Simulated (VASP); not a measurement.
Write the native input for VASP 6.6.1 that does the following.

```
Task                   : relaxation of cell and atoms
Functional             : PBE
Dispersion             : D4
Potentials or basis    : VASP PAW PBE potentials, release 64 (S, Hf_pv)
Cutoff                 : 600 eV
k mesh                 : 12 × 12 × 1
Occupations            : gaussian, width 0.03 eV
Spin                   : no spin polarisation
Dipole correction      : no
Further INCAR settings : ALGO = Normal; EDIFF = 1e-06; IBRION = 2; EDIFFG = -0.005; NSW = 60; ISIF = 3
```

The structure of HfS2 lies in POSCAR:

```
HfS2
1.0
    3.6300000000      0.0000000000      0.0000000000
   -1.8150000000      3.1436722200      0.0000000000
    0.0000000000      0.0000000000     18.8800000000
S Hf
2 1
Direct
    0.3333330000      0.6666670000      0.4237288100
    0.6666670000      0.3333330000      0.5762711900
    0.0000000000      0.0000000000      0.5000000000
```

The cell was built by a generator and needn't be a form met in nature.

The input as run:

INCAR

```
SYSTEM = HfS2
PREC = Accurate
ENCUT = 600
EDIFF = 1E-6
ISMEAR = 0
SIGMA = 0.03
LREAL = .FALSE.
LASPH = .TRUE.
NELM = 120
ALGO = Normal
ISIF = 3
LWAVE = .FALSE.
LCHARG = .FALSE.
GGA = PE
IVDW = 13
IBRION = 2
NSW = 60
EDIFFG = -0.005
LATTICE_CONSTRAINTS = .TRUE. .TRUE. .FALSE.
KPAR = 4
```

KPOINTS

```
regular mesh
0
G
  12 12 1
  0 0 0
```

Potentials or basis: VASP PAW PBE potentials, release 64 (S, Hf_pv).

The run is started by

```bash
$ cat potpaw_PBE.64/S/POTCAR potpaw_PBE.64/Hf_pv/POTCAR > POTCAR
$ mpirun -np 4 vasp_std > vasp.out
```

Results of the run:

```yaml
Relaxed_volume: 71.30 Å³/atom
Relaxed_cell: a = 3.617 Å, b = 3.617 Å, c = 18.880 Å, α = 90.00°, β = 90.00°, γ = 120.00°
Space_group_after_relaxing_to_0.05_Å: P-3m1 (No. 164)
Energy_gained_by_relaxing: 0.3 meV/atom
Ionic_steps: 7
Band_gap_on_the_k_mesh: 1.24 eV, indirect (least direct gap 2.08 eV)
Dispersion_energy_per_atom: -0.197 eV
```

Caveat: spin-orbit coupling is left out, which moves the levels of the heavy elements.

Wall time 4.2 min on 4 MPI ranks on Intel(R) Xeon(R) Platinum 8375C CPU @ 2.90GHz (Ice Lake), with other jobs on the host, peak memory 0.45 GiB a rank.
